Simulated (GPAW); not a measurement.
Runs of GPAW 26.7.0 on SnTe. It takes space group Fm-3m (No. 225, cubic). The conventional cell has a = 6.302 Å, b = 6.302 Å, c = 6.302 Å, α = 90.00°, β = 90.00°, γ = 90.00°. Te (site symmetry m-3m) has 6 Sn at 3.15 Å as nearest neighbours. Sn (site symmetry m-3m) is surrounded by 6 Te at 3.15 Å. 

```csv
task,level,potentials or basis,cell,k mesh,cutoff (eV),smearing,response ecut,maxiter,response k mesh,response bands,kernels,mesh quality,gap on the mesh (eV)
dielectric tensor,AM05,"PAW data sets generated in the run's folder for this functional, pw","Fm-3m, 31.28 Å³/atom",6 × 6 × 6,400,fermi-dirac 0.001 eV,80 eV,150,18 × 18 × 18,30,["RPA"],not flagged,(a)
dielectric tensor,LDA,"the program's PAW data sets (release 1.2.1) made for this functional, pw","Fm-3m, 31.28 Å³/atom",6 × 6 × 6,400,fermi-dirac 0.001 eV,80 eV,150,18 × 18 × 18,30,["RPA"],not flagged,0.11
single point,PBE,"GPAW PAW data sets (gpaw-data 1.2.1), pw","Fm-3m, 31.28 Å³/atom",6 × 6 × 6,450,fermi-dirac 0.05 eV,-,120,-,-,-,not flagged,0.11
dielectric tensor,RPBE,"the program's PAW data sets (release 1.2.1) made for this functional, pw","Fm-3m, 31.28 Å³/atom",6 × 6 × 6,400,fermi-dirac 0.001 eV,80 eV,150,18 × 18 × 18,30,["RPA"],not flagged,0.08
dielectric tensor,PBEsol,"PAW data sets generated in the run's folder for this functional, pw","Fm-3m, 31.28 Å³/atom",6 × 6 × 6,400,fermi-dirac 0.001 eV,80 eV,150,18 × 18 × 18,30,["RPA"],not flagged,0.15
dielectric tensor,PBE,"GPAW PAW data sets (gpaw-data 1.2.1), pw","Fm-3m, 31.28 Å³/atom",6 × 6 × 6,400,fermi-dirac 0.001 eV,80 eV,150,18 × 18 × 18,30,["RPA"],not flagged,0.10
```

Alike in all rows: no spin polarisation.

Fill in the values left out.

(a) 0.12.

Caveats: spin-orbit coupling is left out, which moves the levels of the heavy elements; the gap is small at this level, which inflates the dielectric constant (some runs); the long-wavelength limit can be off by a per cent or two (some runs); the cutoff is short for stress and forces, so pressures can be off by a GPa or more (some runs).

A k mesh can miss the band edges, and the runs leave out spin-orbit coupling on Sn, Te.
